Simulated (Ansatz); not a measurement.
## K under compression and expansion

```cif
data_structure
_symmetry_space_group_name_H-M 'Im-3m'
_symmetry_Int_Tables_number 229
_cell_length_a 5.2360
_cell_length_b 5.2360
_cell_length_c 5.2360
_cell_angle_alpha 90.000
_cell_angle_beta 90.000
_cell_angle_gamma 90.000
_cell_volume 143.55
loop_
_atom_site_label
_atom_site_type_symbol
_atom_site_symmetry_multiplicity
_atom_site_Wyckoff_symbol
_atom_site_fract_x
_atom_site_fract_y
_atom_site_fract_z
_atom_site_occupancy
K1 K 2 a 0.00000 0.00000 0.00000 1
```

The runs use the primitive cell with vectors (-2.618, 2.618, 2.618), (2.618, -2.618, 2.618), (2.618, 2.618, -2.618) Å, to which the k mesh refers.

The structure is an experimental refinement, used without relaxation.

Levels of theory: DFT, PBE, all-electron LAPW, scalar-relativistic (Ansatz 0.2.0); DFT, PBE, PAW with Ansatz's default frozen-core files, scalar-relativistic (Ansatz 0.2.0).

For LAPW: a Γ-centred 10×10×10 k mesh, Fermi–Dirac smearing of 0.08 eV, basis error target 0.5 meV/atom, no spin polarisation. PAW takes a cutoff of 420 eV at this cell. The Ansatz runs share mesh, smearing and spin set-up. Plane-wave (PAW) pressures include the program's estimate of the Pulay term.

The cell above is scaled evenly, with fractional coordinates and shape held.

| V/V(cell) | V (Å³/atom) | P, LAPW (GPa) | P, PAW (GPa) |
| --- | --- | --- | --- |
| 0.9405 | 67.504 | ? | ? |
| 0.9700 | 69.621 | 0.24 | 0.24 |
| 1.0000 | 71.774 | 0.11 | 0.11 |
| 1.0300 | 73.928 | 0.00 | 0.00 |
| 1.0600 | 76.081 | -0.10 | -0.10 |

**Question.** Fill in the row V/V(cell) = 0.9405.

**Answer.** P, LAPW (GPa) = 0.38, P, PAW (GPa) = 0.38.

**Question.** What do Birch–Murnaghan fits to the pressures give?

**Answer.** LAPW: V0 = 73.94 Å³/atom, B0 = 4 GPa, B0′ = 3.8; PAW: V0 = 73.94 Å³/atom, B0 = 4 GPa, B0′ = 3.8.

PAW's V0 lies -0.01 % from the all-electron value and its B0 0.1 %. Symmetry fixes shape and coordinates here, so this is the relaxed modulus.
